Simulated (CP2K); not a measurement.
## ZrC under changes of volume

One of the cells (13.228 Å³/atom); the others are scaled copies at fixed shape and fractional positions:

```
CELL_PARAMETERS angstrom
3.34462 0.00000 0.00000
1.67231 2.89652 0.00000
1.67231 0.96551 2.73087
ATOMIC_POSITIONS crystal
Zr 0.50000 0.50000 0.50000
C 0.00000 0.00000 0.00000
```

```yaml
Program: CP2K 2026.2
Functional: PBEsol
Potentials_or_basis: POTENTIAL_UZH Zr GTH-PBE-q12, C GTH-PBE-q4; TZVP-MOLOPT-PBE-GTH basis
Density_cutoff: 6123 eV
k_mesh: 10 × 10 × 10
Occupations: fermi-dirac, width 0.05 eV
Spin: no spin polarisation
```

```csv
volume (Å³/atom),energy over the lowest point (meV/atom),pressure (GPa)
12.434,?,?
12.699,1.58,3.5
12.963,0.00,-1.4
13.228,6.08,-5.8
13.493,19.06,-9.8
13.757,38.27,-13.4
14.022,63.08,-16.6
```

**Question.** What does the run at 12.434 Å³/atom give?

**Answer.** Energy over the lowest point 11.67 meV/atom; pressure 8.9 GPa.

Worked out: A Birch-Murnaghan fit of order 3 (a polynomial in V^(-2/3)) to the other rows has its minimum at 12.88 Å³/atom with B0 = V·E''(V) = 233 GPa and B' = 4.1. It gives 11.71 meV/atom at 12.434 Å³/atom, against the run's 11.67, and -dE/dV = 8.9 GPa, against 8.9.

Energies are extrapolated to zero smearing.

Caveats: the potentials were made for another functional, which shifts forces and pressure; the basis of atomic orbitals isn't converged, which shifts pressures, moduli and gaps.
